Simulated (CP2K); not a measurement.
Runs of CP2K 2026.2 on HfO2. The structure is orthorhombic, space group Pnma (No. 62). Conventional cell: a = 5.556 Å, b = 3.334 Å, c = 6.505 Å, α = 90.00°, β = 90.00°, γ = 90.00°. Hf (site symmetry m) is surrounded by 7 O at 2.14 to 2.27 Å. O (site symmetry m) has 4 Hf at 2.14 to 2.17 Å as nearest neighbours. O (site symmetry m) is surrounded by 3 Hf at 2.16 to 2.27 Å. Measurements of this composition are mostly on another form, of space group No. 14.

```tsv
task	level	points a segment of the path (NPOINTS)	bands added on the path	gap on the mesh (eV)	pressure (GPa)	largest force (eV/Å)
single point	PW91	-	-	3.43	-2.8	0.15
band structure	PBEsol	10	6	(a)	-9.4	0.14
single point	AM05	-	-	3.32	(b)	0.17
single point	OLYP	-	-	3.58	-4.1	(c)
band structure	LDA	10	6	3.25	-13.8	0.14
band structure	TPSS	10	6	3.53	-4.8	0.05
```

Alike in all rows: potentials or basis POTENTIAL_UZH Hf GTH-PBE-q12, O GTH-PBE-q6; DZVP-MOLOPT-PBE-GTH basis; no spin polarisation; cell as given; k mesh 4 × 6 × 3; smearing fermi-dirac 0.05 eV.

**Question.** Estimate the missing entries.

**Answer.** (a) 3.31; (b) -9.0; (c) 1.04.

Caveats: the potentials were made for another functional, which shifts forces and pressure; spin-orbit coupling is left out, which moves the levels of the heavy elements; the basis of atomic orbitals isn't converged, which shifts pressures, moduli and gaps; an odd mesh through Γ misses points on the zone boundary, where band edges often lie (some runs).

A k mesh can miss the band edges, and the runs leave out spin-orbit coupling on Hf.

Runs at the PBE level aren't shown here.
